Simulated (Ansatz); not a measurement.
Runs of Ansatz 0.2.0 on P. The structure is orthorhombic, space group Imma (No. 74). Conventional cell: a = 3.383 Å, b = 5.030 Å, c = 3.718 Å, α = 90.00°, β = 90.00°, γ = 90.00°. P (site symmetry mm2) is surrounded by 4 P at 2.24 to 2.55 Å. This isn't the form of P at room conditions, which is orthorhombic.

```tsv
task	level	k mesh	cutoff (eV)	smearing	screening (1/Å)	share of exact exchange	mesh quality	gap on the mesh (eV)	largest force (eV/Å)
density of states	r2SCAN0	6 × 6 × 6	500	gaussian 0.01 eV	-	-	not flagged	(a)	0.23
electric field gradients	HSE03+D4	6 × 6 × 6	420	gaussian 0.05 eV	-	-	coarse	none	-
single point	HSE06 form with a typed share of exact exchange	6 × 6 × 6	420	fermi-dirac 0.05 eV	0.6	0.25	coarse	none	(b)
single point	HSE06 form with a typed share of exact exchange	6 × 6 × 6	420	fermi-dirac 0.05 eV	0.1	0.25	coarse	none	0.07
single point	HSE06 form with a typed share of exact exchange	6 × 6 × 6	420	fermi-dirac 0.05 eV	0.2	0.25	coarse	none	0.03
single point	HSE06 form with a typed share of exact exchange	6 × 6 × 6	420	fermi-dirac 0.05 eV	0.4	0.25	coarse	none	0.05
single point	LDA	11 × 11 × 11	420	gaussian 0.1 eV	-	-	not flagged	none	0.32
single point	HSE06 form with a typed share of exact exchange	6 × 6 × 6	420	fermi-dirac 0.05 eV	0.15	0.25	coarse	none	0.05
single point	HSE06 form with a typed share of exact exchange	6 × 6 × 6	420	fermi-dirac 0.05 eV	0.3	0.25	coarse	none	0.02
```

Alike in all rows: potentials or basis Ansatz PAW; no spin polarisation; cell as given.

**Question.** Estimate the missing entries.

**Answer.** (a) 0.49; (b) 0.11.

Caveats: some runs use coarse meshes; the PAW data sets come from PBE, with cores solved anew for the run's functional, which leaves a small shift of forces and pressure; the density of states is complete only up to the lowest level of the last band computed (some runs).

A k mesh can miss the band edges.

A gap of «none» marks a metal or a gap under the smearing width.

Not every run made on this cell is shown here.
